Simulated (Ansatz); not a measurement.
# SnTe2 monolayer (2H): modes against uniaxial strain along a, the zigzag direction, with the width clamped

Wanted: the shifts of the zone-centre modes of SnTe2 monolayer (2H) with strain.

Program: Ansatz 0.2.0. Level of theory: DFT PBE, scalar-relativistic, plane waves, PAW; PAW set soft_1. Results are calculated unless marked as measured.

Report form: the programs' logs are mostly left out.

## (1) Starting point

The cell holds 3 atoms: 1 Sn and 2 Te. Cell: a = 4.030 Å, b = 4.030 Å, c = 31.000 Å, α = 90.0°, β = 90.0°, γ = 120.0°. Vacuum lies along c. The height across the vacuum is the one that the program set for its solve, not the one typed.

## (2) A rough relaxation first

The start is far from rest, so a relaxation with loose tolerances brings it close first. The program lengthens the typed cell of 20.0 Å along the normal to 31.0 Å, as its cut-off of the electrostatics needs, and moves no atom.

input.yaml reads:

```yaml
crystal:
  lattice:
    - [4.03, 0.0, 0.0]
    - [-2.015, 3.49008, 0.0]
    - [0.0, 0.0, 20.0]
  atoms:
    - { symbol: Sn, position: [0.333333, 0.666667, 0.5] }
    - { symbol: Te, position: [0.666667, 0.333333, 0.59] }
    - { symbol: Te, position: [0.666667, 0.333333, 0.41] }
  periodic: [true, true, false]
kpoints:
  mp_grid: { grid: [6, 6, 1] }
hamiltonian:
  xc: pbe
  pseudopotentials: { kind: paw, azcp: { folder: soft_1 } }
scf:
  occupations: { method: gaussian, width: 0.1 }
output:
  forces: true
  stress: true
  eigenvalues: true
relax:
  adjacent_minimum: "off"
  f_tol: 0.05
  max_steps: 80
  cell: { stress_2d_tol: 0.02 }
```

Started as:

```sh
$ ansatz run input.yaml --threads 4 --pin off --max-ram 16384MiB --backend cpu --events-out ev --progress --plain --runs-dir out
```

The job ended after 16 s (4 threads of Arm Neoverse V1, shared host; peak memory 0.71 GiB; 60 s of CPU time).

The steps of the relaxation:

| step | energy less that of the first step (eV) | largest force component (eV/Å) | volume (Å³) |
| --- | --- | --- | --- |
| 1 | 0.0000 | 1.2951 | 436.02 |
| 2 | -0.1733 | 0.2215 | 435.65 |
| 3 | -0.1836 | 0.0902 | 432.87 |
| 4 | -0.1847 | 0.0395 | 432.33 |
| 5 | -0.1849 | 0.0018 | 432.36 |
| 6* | -0.1848 | 0.0018 | 432.36 |

Relaxation steps marked * repeat the geometry before them on a plane-wave basis chosen anew for their cell, so energy and pressure can jump there.

Forces are held to the 12 operations that the run works with; a distortion that breaks them can't arise in this run.

| cell as run | before | after | change |
| --- | --- | --- | --- |
| a (Å) | 4.030 | 4.013 | -0.4 % |
| b (Å) | 4.030 | 4.013 | -0.4 % |

The atoms that moved most (Å, along periodic axes as changes of fractional coordinates times the final cell, across vacuum about the mean position):

| atom | dx | dy | dz | length |
| --- | --- | --- | --- | --- |
| Te2 | 0.000 | 0.000 | 0.157 | 0.157 |
| Te3 | 0.000 | 0.000 | -0.157 | 0.157 |

Final coordinates:

```cif
data_structure
_symmetry_space_group_name_H-M 'P 1'
_symmetry_Int_Tables_number 1
_cell_length_a 4.0131
_cell_length_b 4.0131
_cell_length_c 31.0000
_cell_angle_alpha 90.000
_cell_angle_beta 90.000
_cell_angle_gamma 120.000
_cell_volume 432.36
loop_
_atom_site_label
_atom_site_type_symbol
_atom_site_fract_x
_atom_site_fract_y
_atom_site_fract_z
_atom_site_occupancy
Sn1 Sn 0.33333 0.66667 0.32258 1
Te2 Te 0.66667 0.33333 0.38571 1
Te3 Te 0.66667 0.33333 0.25945 1
```

This step gave:

```
gap on the k-mesh : 0 eV
area per atom     : 4.649 Å²
```

The relaxation ends with a largest force component of 0.0018 eV/Å.

## (3) Relaxation

The cell and atoms are relaxed, since residual forces and stress would shift the frequencies.

input.yaml, the sections that differ from step 2:

```yaml
crystal:
  lattice:
    - [4.0130594808, 0.0, 0.0]
    - [-2.0065297404, 3.4754114572, 0.0]
    - [0.0, 0.0, 31.0]
  atoms:
    - { symbol: Sn, position: [0.3333333333, 0.6666666667, 0.3225806452] }
    - { symbol: Te, position: [0.6666666667, 0.3333333333, 0.3857109589] }
    - { symbol: Te, position: [0.6666666667, 0.3333333333, 0.2594503314] }
  periodic: [true, true, false]
kpoints:
  mp_grid: { grid: [12, 12, 1] }
relax:
  adjacent_minimum: "off"
  f_tol: 0.005
  max_steps: 80
  cell: { stress_2d_tol: 0.02 }
# hamiltonian, scf, output: as in step 2
```

It took 58 s on 4 threads; peak memory 0.79 GiB; 3.7 min of CPU time.

The steps of the relaxation:

| step | energy less that of the first step (eV) | largest force component (eV/Å) | volume (Å³) |
| --- | --- | --- | --- |
| 1 | 0.0000 | 0.1274 | 432.36 |
| 2 | -0.0128 | 0.0004 | 425.18 |
| 3 | -0.0364 | 0.0259 | 410.09 |
| 4 | -0.0529 | 0.0111 | 392.24 |
| 5 | -0.0543 | 0.0010 | 387.19 |
| 6 | -0.0543 | 0.0113 | 387.93 |
| 7 | -0.0543 | 0.0065 | 388.28 |
| 8 | -0.0543 | 0.0000 | 388.05 |
| 9* | -0.0531 | 0.0001 | 388.05 |

Relaxation steps marked * repeat the geometry before them on a plane-wave basis chosen anew for their cell, so energy and pressure can jump there.

The run keeps the 12 symmetry operations that it works with, so distortions that break them were not tested.

| cell as run | before | after | change |
| --- | --- | --- | --- |
| a (Å) | 4.013 | 3.802 | -5.3 % |
| b (Å) | 4.013 | 3.802 | -5.3 % |

The atoms that moved most (Å, along periodic axes as changes of fractional coordinates times the final cell, across vacuum about the mean position):

| atom | dx | dy | dz | length |
| --- | --- | --- | --- | --- |
| Te2 | 0.000 | 0.000 | 0.196 | 0.196 |
| Te3 | 0.000 | 0.000 | -0.196 | 0.196 |

Final coordinates:

```
Sn Te
1.0
     3.80187    0.00000    0.00000
    -1.90093    3.29251    0.00000
     0.00000    0.00000   31.00000
Sn Te
1 2
Direct
  0.33333 0.66667 0.32258
  0.66667 0.33333 0.39202
  0.66667 0.33333 0.25314
```

This step gave:

```
area per atom : 4.173 Å²
```

The relaxation ends with a largest force component of 5.6e-5 eV/Å.

## (4) Tight relaxation

Phonons need small forces and stress, so the relaxation is finished with tight tolerances on 12×12×1 k points. The program lengthens the typed cell of 31.0 Å along the normal to 32.4 Å, as its cut-off of the electrostatics needs, and moves no atom.

input.yaml reads:

```yaml
crystal:
  lattice:
    - [3.8018677876, 0.0, 0.0]
    - [-1.9009338938, 3.2925140859, 0.0]
    - [0.0, 0.0, 31.0]
  atoms:
    - { symbol: Sn, position: [0.3333333333, 0.6666666667, 0.3225806452] }
    - { symbol: Te, position: [0.6666666667, 0.3333333333, 0.3920239152] }
    - { symbol: Te, position: [0.6666666667, 0.3333333333, 0.2531373752] }
  periodic: [true, true, false]
kpoints:
  mp_grid: { grid: [12, 12, 1] }
hamiltonian:
  xc: pbe
  pseudopotentials: { kind: paw, azcp: { folder: soft_1 } }
scf:
  occupations: { method: methfessel_paxton, width: 0.2 }
output:
  forces: true
  stress: true
  eigenvalues: true
  write_density: true
  write_potential: true
  elf: true
  volumetric_format: npy
relax:
  adjacent_minimum: "off"
  f_tol: 0.001
  max_steps: 60
  cell: { stress_2d_tol: 0.002 }
```

The job ended after 30 s (4 threads; peak memory 0.77 GiB).

Little changed from the start: no atom moved by 0.005 Å and no cell edge by 0.1 %.

ELF in the ac plane at fractional y = 0.333, with atoms of Te within 0.2 Å of it. It is the smooth field of the valence electrons, not physical close to the nuclei.

Ten even steps from '0' (0.00) to '9' (0.63), each cell a mean:
```
00000000000000
00000000000000
00000000000000
00000000000000
00000000000000
00000000000000
00000000000000
00000000000000
00000000000000
00000000000000
00000000000000
00000000000000
00000000000000
20001357888764
85237997545689
74346886545678
55555443333344
74346887555678
85237996544689
21001467888865
00000000000000
00000000000000
00000000000000
00000000000000
```
Columns run along a (3.8 Å), rows up along c (32.4 Å). Atoms in or near the plane, at fractional coordinates: Te at (0.67, 0.37), Te at (0.67, 0.24).

Electrostatic potential energy in the ac plane at fractional y = 0.333, with atoms of Te within 0.2 Å of it. With pseudopotentials it is smooth inside the atoms' cores, unlike the true potential.

Values in eV, 24 rows by 14 columns, each cell a mean:
```
  0   0   0   0   0   0   0   0   0   0   0   0   0   0
  0   0   0   0   0   0   0   0   0   0   0   0   0   0
  0   0   0   0   0   0   0   0   0   0   0   0   0   0
  0   0   0   0   0   0   0   0   0   0   0   0   0   0
  0   0   0   0   0   0   0   0   0   0   0   0   0   0
  0   0   0   0   0   0   0   0   0   0   0   0   0   0
  0   0   0   0   0   0   0   0   0   0   0   0   0   0
  0   0   0   0   0   0   0   0   0   0   0   0   0   0
  0   0   0   0   0   0   0   0   0   0   0   0   0   0
  0   0   0   0   0   0   0   0   0   0   0   0   0   0
  0   0   0   0   0   0   0   0   0   0   0   0   0   0
  0   0   0   0   0   0   0   0   0   0   0   0   0   0
  0   0   0   0   0   0   0   0   0   0   0   0   0   0
  0   0   0   0   0   0  -1  -1  -1  -2  -2  -1  -1  -1
 -4  -2  -1  -2  -3  -8 -16 -21 -17 -14 -14 -20 -19 -11
 -5  -4  -3  -3  -4  -7 -14 -18 -17 -15 -15 -19 -16 -10
 -8 -10 -12 -11  -9  -6  -4  -3  -3  -3  -3  -3  -4  -5
 -5  -4  -4  -4  -4  -7 -13 -18 -17 -15 -16 -18 -15  -9
 -4  -2  -1  -2  -3  -9 -17 -22 -17 -13 -14 -21 -20 -12
  0   0   0   0   0  -1  -1  -1  -2  -2  -2  -2  -1  -1
  0   0   0   0   0   0   0   0   0   0   0   0   0   0
  0   0   0   0   0   0   0   0   0   0   0   0   0   0
  0   0   0   0   0   0   0   0   0   0   0   0   0   0
  0   0   0   0   0   0   0   0   0   0   0   0   0   0
```
Columns run along a (3.8 Å; values clipped at the 3rd and 97th percentile), rows up along c (32.4 Å). Atoms in or near the plane, at fractional coordinates: Te at (0.67, 0.37), Te at (0.67, 0.24).

Valence density in the ac plane at fractional y = 0.333, with atoms of Te within 0.2 Å of it. It is the smooth field of the valence electrons, not physical close to the nuclei.

Ten steps, logarithmic in the rise over the least value, from '0' (0.00 × 1e0 e/Å³) to '9' (7.42 × 1e0 e/Å³), each cell a mean:
```
00000000000000
00000000000000
00000000000000
00000000000000
00000000000000
00000000000000
00000000000000
00000000000000
00000000000000
00000000000000
00000000000000
00000000000000
00000000000000
00000001111100
21112347899753
22222346788643
23332222211222
22222346788643
21112347999853
00000001111100
00000000000000
00000000000000
00000000000000
00000000000000
```
Columns run along a (3.8 Å), rows up along c (32.4 Å). Atoms in or near the plane, at fractional coordinates: Te at (0.67, 0.37), Te at (0.67, 0.24).

The largest force component left is 0.062 meV/Å, within the tolerances set.

## (5) Zone-centre response at rest

Phonons follow from the second derivative of the energy, found here by linear response.

The modes at rest are the reference of the series.

input.yaml, the sections that differ from step 4:

```yaml
crystal:
  lattice:
    - [3.8021824467, 0.0, 0.0]
    - [-1.9010912234, 3.2927865887, 0.0]
    - [0.0, 0.0, 32.41096548]
  atoms:
    - { symbol: Sn, position: [0.3333333333, 0.6666666667, 0.3085375537] }
    - { symbol: Te, position: [0.6666666667, 0.3333333333, 0.3749036343] }
    - { symbol: Te, position: [0.6666666667, 0.3333333333, 0.242171473] }
  periodic: [true, true, false]
output:
  eigenvalues: true
phonons:
  method: dfpt
# kpoints, hamiltonian, scf: as in step 4
# relax: removed
```

It took 1.8 min on 4 threads; peak memory 1.9 GiB.

This step gave:

```
sum-rule residual before enforcement                    : 1.60e-4 eV/Å²
point group                                             : -6m2
highest optical mode at the zone centre (no LO-TO term) : 105.4 cm⁻¹
lowest optical zone-centre mode                         : 53.04 cm⁻¹
```

Patterns of degenerate modes are one choice out of their space. The modes at Γ (shares of kinetic energy by element, %):

| mode | frequency (cm⁻¹) | symmetry | Sn % | Te % |
| --- | --- | --- | --- | --- |
| 1 | 0.0 | acoustic | 32 | 68 |
| 2 | 0.0 | acoustic | 32 | 68 |
| 3 | 0.0 | acoustic | 32 | 68 |
| 4 | 53.0 | E'' | 0 | 100 |
| 5 | 53.0 | E'' | 0 | 100 |
| 6 | 83.7 | E' | 68 | 32 |
| 7 | 83.7 | E' | 68 | 32 |
| 8 | 103.5 | A1' | 0 | 100 |
| 9 | 105.4 | A2'' | 68 | 32 |

Displacements in mode 5 (53.0 cm⁻¹), the largest set to 1:
```
Sn1  0.00  0.00  0.00
Te2  0.34  1.00  0.00
Te3 -0.34 -1.00  0.00
```

Displacements in mode 8 (103.5 cm⁻¹), the largest set to 1:
```
Sn1  0.00  0.00  0.00
Te2  0.00  0.00  1.00
Te3  0.00  0.00 -1.00
```

Before it was imposed, the acoustic sum rule was missed by 1.6e-4 eV/Å². Small misses are needed for a sound result but don't prove that mesh and cutoff are converged. The lowest optical mode is real, 53.0 cm⁻¹.

## (6) A member of the series: uniaxial strain of +5 % along a, the zigzag direction, with the width clamped

The cell takes a uniaxial strain of +5 % along a, the zigzag direction, with the width clamped. The cell is held, and the atoms relax in it.

input.yaml, the sections that differ from step 5:

```yaml
crystal:
  lattice:
    - [3.9922915692, 0.0, 0.0]
    - [-1.9961457846, 3.2927865887, 0.0]
    - [0.0, 0.0, 32.41096548]
  atoms:
    - { symbol: Sn, position: [0.3294200626, 0.6588401252, 0.3085375537] }
    - { symbol: Te, position: [0.668623302, 0.337246604, 0.3735906092] }
    - { symbol: Te, position: [0.668623302, 0.337246604, 0.2434844982] }
  periodic: [true, true, false]
output:
  forces: true
  stress: true
  eigenvalues: true
relax:
  adjacent_minimum: "off"
  f_tol: 0.001
  max_steps: 60
# kpoints, hamiltonian, scf: as in step 5
# phonons: removed
```

The job ended after 50 s (4 threads; peak memory 0.95 GiB).

Step by step:

| step | energy less that of the first step (eV) | largest force component (eV/Å) |
| --- | --- | --- |
| 1 | 0.0000 | 0.0401 |
| 2 | -0.0005 | 0.0038 |
| 3 | -0.0005 | 0.0016 |
| 4 | -0.0005 | 0.0000 |

Forces are held to the 4 operations that the run works with; a distortion that breaks them can't arise in this run.

The atoms that moved most (Å):

| atom | dx | dy | dz | length |
| --- | --- | --- | --- | --- |
| Te3 | 0.000 | 0.002 | 0.013 | 0.013 |
| Te2 | 0.000 | 0.002 | -0.013 | 0.013 |

Final coordinates:

```xyz
3
Lattice="3.9923 0.0000 0.0000 -1.9961 3.2928 0.0000 0.0000 0.0000 32.4110" Properties=species:S:1:pos:R:3
Sn    0.0000    2.1660   10.0000
Te    1.9961    1.1122   12.0959
Te    1.9961    1.1122    7.9041
```

This step gave:

```yaml
area_per_atom: 4.382 Å²
```

The largest force component left is 0.045 meV/Å.

## (7) Modes of this member: uniaxial strain of +5 % along a, the zigzag direction, with the width clamped

The zone-centre modes follow for uniaxial strain of +5 % along a, the zigzag direction, with the width clamped.

input.yaml, the sections that differ from step 6:

```yaml
crystal:
  lattice:
    - [3.9922915692, 0.0, 0.0]
    - [-1.9961457846, 3.2927865887, 0.0]
    - [0.0, 0.0, 32.41096548]
  atoms:
    - { symbol: Sn, position: [0.3288987345, 0.6577974691, 0.3085375537] }
    - { symbol: Te, position: [0.668883966, 0.3377679321, 0.3732049011] }
    - { symbol: Te, position: [0.668883966, 0.3377679321, 0.2438702063] }
  periodic: [true, true, false]
output:
  eigenvalues: true
phonons:
  method: dfpt
# kpoints, hamiltonian, scf: as in step 6
# relax: removed
```

The job ended after 2.6 min (4 threads; peak memory 2 GiB; 10 min of CPU time).

Numbers from this step:

| Quantity | Value |
| --- | --- |
| sum-rule residual before enforcement | 2.30e-4 eV/Å² |
| point group | mm2 |
| highest optical mode at the zone centre (no LO-TO term) | 89.58 cm⁻¹ |
| lowest optical zone-centre mode | 47.91 cm⁻¹ |

Patterns of degenerate modes are one choice out of their space. Modes at Γ, with each element's share of the kinetic energy:

| mode | frequency (cm⁻¹) | symmetry | Sn % | Te % |
| --- | --- | --- | --- | --- |
| 1 | 0.0 | acoustic | 32 | 68 |
| 2 | 0.0 | acoustic | 32 | 68 |
| 3 | 0.0 | acoustic | 32 | 68 |
| 4 | 47.9 | B1 | 0 | 100 |
| 5 | 49.0 | A2 | 0 | 100 |
| 6 | 82.1 | A1 | 2 | 98 |
| 7 | 82.9 | B2 | 68 | 32 |
| 8 | 85.6 | A1 | 66 | 34 |
| 9 | 89.6 | B1 | 68 | 32 |

The lowest optical mode is real, 47.9 cm⁻¹, and the highest lies at 89.6 cm⁻¹.

For the highest optical mode at the zone centre (no LO-TO term), step 5 gave 105 cm⁻¹; this run, with strain 5 %, gives 89.6 cm⁻¹ (-15 %).

[end of part 1 of 2]

[Logs are printed without paths, hosts, clocks, repeated set-up lines and the standing remarks that a program may print on its own settings, such as how far it seeks lower states.]

[Hosts, paths, dates, database ids (printed as entryN), source tags and the programs' standing remarks are cut or masked in the printed files.]
